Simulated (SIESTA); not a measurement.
## A worked fit of the energy of slabs against their depth, with one run withheld: the (111) slab of SrF2 (cut from a parent of space group no. 225; 12 atoms in the cell)

```
CELL_PARAMETERS angstrom
      4.08071     0.00000     0.00000
      2.04036     3.53400     0.00000
      0.00000     0.00000    25.66162
ATOMIC_POSITIONS crystal
  F  0.66667 0.66667 0.27278
  F  0.33333 0.33333 0.33770
  F  0.00000 0.00000 0.40262
  F  0.66667 0.66667 0.46754
  F  0.33333 0.33333 0.53246
  F  0.00000 0.00000 0.59738
  F  0.66667 0.66667 0.66230
  F  0.33333 0.33333 0.72722
  Sr 0.00000 0.00000 0.30524
  Sr 0.33333 0.33333 0.43508
  Sr 0.66667 0.66667 0.56492
  Sr 0.00000 0.00000 0.69476
```
(The smallest cell of the table.)

Computed with GGA PBE, numerical atomic orbitals DZP, PseudoDojo PBE standard norm-conserving potentials (rewritten from UPF to PSML) in SIESTA.

Base settings: XC.functional = GGA; XC.authors = PBE; potentials = PseudoDojo PBE standard; PAO.BasisSize = DZP; PAO.EnergyShift = 0.01 Ry; MeshCutoff = 400 Ry; kgrid.MonkhorstPack = 3 3 1; OccupationFunction = FD; ElectronicTemperature = 0.02 eV; MaxSCFIterations = 150.

The starting cell has typed, rounded lattice constants, without a prior relaxation at this level. The slab is cut from that crystal, and its faces are unrelaxed. Its lattice was rescaled by up to half a per cent. Spin polarisation is off, though cut faces can carry moments; a gap of a slab can lie between surface states. Values carry the incompleteness of an atom-centred basis.

Deep slabs follow E = 2Aγ + N·e, so a straight line through E against N gives the surface energy without a separate bulk run; a round N·e is taken off to keep the numbers short. The area A is 14.421 Å².

| atoms N | E − N·(-759.102 eV) (eV) |
|---|---|
| 12 | 0.8062 |
| 15 | 0.6435 |
| 18 | 0.4829 |
| 21 | ? |
| 27 | 0.0018 |

### Question
Fit the line to the 4 rows given and predict the withheld one.

### Answer
Means: x̄ = 18.000, ȳ = 0.48360. Σ(x − x̄)(y − ȳ) = -6.752 and Σ(x − x̄)² = 126.0, so b = -0.05358 and a = ȳ − b·x̄ = 1.4480; γ = a/2A = 0.804 J/m² (unrelaxed) and e = -759.1556 eV per atom. The largest residual of the fitted rows is 0.0012. At x = 21 the line gives 0.3228 eV. The run gave 0.3224 eV, a miss of 0.0004 eV. The table is a window of a longer ladder. The rows were chosen because the form fits them, the withheld one included, so this shows the method and is no test of the form.

Left out of this page: 2 runs of the series outside the window shown, repeating another row's setting, or not comparable.
